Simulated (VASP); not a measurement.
Input of a VASP 6.6.1 run:

Contents of INCAR:

```
SYSTEM = Zn
PREC = Accurate
ENCUT = 520
EDIFF = 1E-6
ISMEAR = -1
SIGMA = 0.05
LREAL = .FALSE.
LASPH = .TRUE.
NELM = 80
ALGO = Normal
ISIF = 2
LWAVE = .FALSE.
LCHARG = .FALSE.
METAGGA = TPSS
LMIXTAU = .TRUE.
```

File KPOINTS:

```
regular mesh
0
G
  7 7 7
  0 0 0
```

The input POSCAR:

```
Zn
1.0
    3.7711300000      0.0000000000      0.0000000000
    0.0000000000      3.7711300000      0.0000000000
    0.0000000000      0.0000000000      3.7711300000
Zn
3
Direct
    0.0000000000      0.5000000000      0.5000000000
    0.5000000000      0.0000000000      0.5000000000
    0.5000000000      0.5000000000      0.0000000000
```

KPOINTS_OPT

```
path GXMGRX,MR
10
line-mode
reciprocal
 0.0000000000  0.0000000000  0.0000000000  G
 0.0000000000  0.5000000000  0.0000000000  X

 0.0000000000  0.5000000000  0.0000000000  X
 0.5000000000  0.5000000000  0.0000000000  M

 0.5000000000  0.5000000000  0.0000000000  M
 0.0000000000  0.0000000000  0.0000000000  G

 0.0000000000  0.0000000000  0.0000000000  G
 0.5000000000  0.5000000000  0.5000000000  R

 0.5000000000  0.5000000000  0.5000000000  R
 0.0000000000  0.5000000000  0.0000000000  X

 0.5000000000  0.5000000000  0.0000000000  M
 0.5000000000  0.5000000000  0.5000000000  R
```

Potentials or basis: VASP PAW PBE potentials, release 64 (Zn).

Command:

```sh
$ cat potpaw_PBE.64/Zn/POTCAR > POTCAR
$ mpirun -np 1 vasp_std > vasp.out
```

**Question.** What does it give for the pressure?

**Answer.** -4.6 GPa.

**Question.** What does it give for the band gap along the path?

**Answer.** None (metal or under the smearing width).

Levels at the corners of the path, in eV from the Fermi level:
```tsv
point	band 14	band 15	band 16	band 17	band 18	band 19	band 20	band 21	band 22
Γ	-6.79	-6.79	-6.79	0.85	0.85	0.85	3.17	3.17	5.60
X	-7.05	-6.79	-6.46	-5.66	3.18	3.18	4.98	5.56	5.56
X	-7.05	-6.79	-6.46	-5.66	3.18	3.18	4.98	5.56	5.56
M	-7.20	-7.13	-4.76	-3.18	-3.18	-1.59	6.22	6.69	6.69
M	-7.20	-7.13	-4.76	-3.18	-3.18	-1.59	6.22	6.69	6.69
Γ	-6.79	-6.79	-6.79	0.85	0.85	0.85	3.17	3.17	5.60
Γ	-6.79	-6.79	-6.79	0.85	0.85	0.85	3.17	3.17	5.60
R	-6.87	-6.87	-2.90	-0.57	-0.57	-0.57	-0.57	-0.57	-0.57
R	-6.87	-6.87	-2.90	-0.57	-0.57	-0.57	-0.57	-0.57	-0.57
X	-7.05	-6.79	-6.46	-5.66	3.18	3.18	4.98	5.56	5.56
M	-7.20	-7.13	-4.76	-3.18	-3.18	-1.59	6.22	6.69	6.69
R	-6.87	-6.87	-2.90	-0.57	-0.57	-0.57	-0.57	-0.57	-0.57
```

Caveat: the PAW data sets were made with another functional, which shifts forces and pressure a little.
